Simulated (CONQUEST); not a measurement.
**CdSe under changes of volume**

One of the cells (28.942 Å³/atom); the others are scaled copies at fixed shape and fractional positions:

```
Cd Se
1.0
     4.34202    0.00000    0.00000
     0.00000    4.34202    0.00000
     0.00000    0.00000    6.14054
Cd Se
2 2
Direct
  0.00000 0.00000 0.00000
  0.50000 0.50000 0.50000
  0.00000 0.50000 0.75000
  0.50000 0.00000 0.25000
```

Measurements of this composition are mostly on another form, of space group No. 186.

| Property | Result |
| --- | --- |
| Program | CONQUEST 1.3 |
| Functional | PBE |
| Potentials or basis | PseudoDojo NC PBE, SZP, grid of 48 × 48 × 60 points |
| k mesh | 6 × 6 × 5 |
| Occupations | fermi-dirac, width 0.05 eV |
| Spin | no spin polarisation |

| volume (Å³/atom) | energy over the lowest point (meV/atom) | pressure (GPa) | gap on the mesh (eV) |
| --- | --- | --- | --- |
| 27.206 | 70.89 | 7.2 | 1.07 |
| 27.784 | 47.60 | 5.7 | 1.00 |
| 28.363 | ? | ? | ? |
| 28.942 | 15.93 | 3.1 | 0.86 |
| 29.521 | 7.05 | 1.9 | 0.79 |
| 30.100 | 1.83 | 1.0 | 0.73 |
| 30.679 | 0.00 | 0.0 | 0.66 |

Problem. What does the run at 28.363 Å³/atom give?

Solution. Energy over the lowest point 29.40 meV/atom; pressure 4.3 GPa; gap on the mesh 0.93 eV.

Worked out: A Birch-Murnaghan fit of order 3 (a polynomial in V^(-2/3)) to the other rows has its minimum at 30.71 Å³/atom, just outside them, with B0 = V·E''(V) = 45 GPa and B' = 4.6. It gives 29.40 meV/atom at 28.363 Å³/atom, against the run's 29.40, and -dE/dV = 4.3 GPa, against 4.3. A straight line through the other rows of the gap, of slope -3.41 eV per unit of ln V, gives 0.93 eV, against the run's 0.93.

Energies are extrapolated to zero smearing.

Caveats: the atomic basis is small; an odd mesh through Γ misses points on the zone boundary, where band edges often lie; the basis of atomic orbitals isn't converged, which shifts pressures, moduli and gaps. Spin-orbit coupling on Cd, Se is left out.
